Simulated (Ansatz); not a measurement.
# BiTe: further runs on the relaxed cell

The task here is to estimate one member of a computed series from the others.

Method: DFT r2SCAN, scalar-relativistic, plane waves, PAW, in Ansatz 0.2.0.

1 further run of the same task is left out (set aside as unsound or not needed).

**The structure to begin with**

It takes space group Fm-3m (No. 225, cubic). Conventional cell: a = 6.467 Å, b = 6.467 Å, c = 6.467 Å, α = 90.00°, β = 90.00°, γ = 90.00°. Bi (site symmetry m-3m) is surrounded by 6 Te at 3.23 Å. Around Te (site symmetry m-3m) lie 6 Bi at 3.23 Å.

Structure file:

```
CELL_PARAMETERS angstrom
0.00000 3.23327 3.23327
3.23327 0.00000 3.23327
3.23327 3.23327 0.00000
ATOMIC_POSITIONS crystal
Bi 0.00000 0.00000 0.00000
Te 0.50000 0.50000 0.50000
```

This cell was relaxed beforehand with the same method: volume 33.80 Å³/atom, gap on the mesh none (metal).

Set-up of the first run:

Input file input.yaml:

```yaml
crystal:
  lattice:
    - [0.0, 3.2332740439, 3.2332740439]
    - [3.2332740439, 0.0, 3.2332740439]
    - [3.2332740439, 3.2332740439, 0.0]
  atoms:
    - { symbol: Bi, position: [0.0, 0.0, 0.0] }
    - { symbol: Te, position: [0.5, 0.5, 0.5] }
basis:
  ecutwfc: 500
kpoints:
  mp_grid: { grid: [12, 12, 12] }
  band_path:
    path:
      - [[0.0, 0.0, 0.0], [0.5, 0.0, 0.5], [0.625, 0.25, 0.625]]
      - [[0.375, 0.375, 0.75], [0.0, 0.0, 0.0], [0.5, 0.5, 0.5], [0.5, 0.25, 0.75], [0.5, 0.0, 0.5]]
    npoints: 14
hamiltonian:
  xc: r2scan
scf:
  occupations: { method: gaussian, width: 0.1 }
  n_extra_bands: 6
output:
  forces: true
  stress: true
  eigenvalues: true
  populations: true
  dos: { projected: true, de: 0.02, nscf_kmesh: { grid: [18, 18, 18] } }
  bader: true
  write_density: true
  write_potential: true
  elf: true
  volumetric_format: npy
```

Launch:

```
ansatz run input.yaml --threads 1 --pin off --max-ram 2560MiB --backend cpu --events-out ev --progress --plain --runs-dir out
```

Among the steps run: Static run: bands, density of states and charges; The cell as listed, for comparison; The cell scaled to 0.97 of its volume; The cell scaled to 1.03 of its volume; Volume × 0.94; Volume × 1.06; Volume × 0.91; Volume × 1.10; The cell scaled to 0.88 of its volume.

One table of the session follows, with a row left open; its other results are not shown here.

It belongs to the step «Fit of the equation of state». 

| volume (Å³/atom) | energy above the lowest point (meV/atom) | pressure (GPa) |
| --- | --- | --- |
| 29.745 | 99.5 | 8.84 |
| 30.759 | 52.6 | 6.04 |
| 31.773 | 22.0 | 3.69 |
| 32.787 | 5.2 | 1.70 |
| 33.801 | 0.0 | 0.03 |
| 34.815 | 4.5 | -1.38 |
| 35.829 | ? | ? |
| 37.181 | 44.8 | -3.88 |

Estimate the missing values for volume (Å³/atom) = 35.829.

Worked estimate for «energy above the lowest point (meV/atom)». A straight line through the neighbours (34.815, 4.5) and (37.181, 44.8) gives 4.5 + (44.8 − 4.5) × (35.829 − 34.815) / (37.181 − 34.815) = 21.8; a parabola fitted to 3 rows on both sides gives 16.7.

As computed: energy above the lowest point (meV/atom): 17.3; pressure (GPa): -2.57. In «energy above the lowest point (meV/atom)» the line misses by +4.5 and the parabola by -0.6.
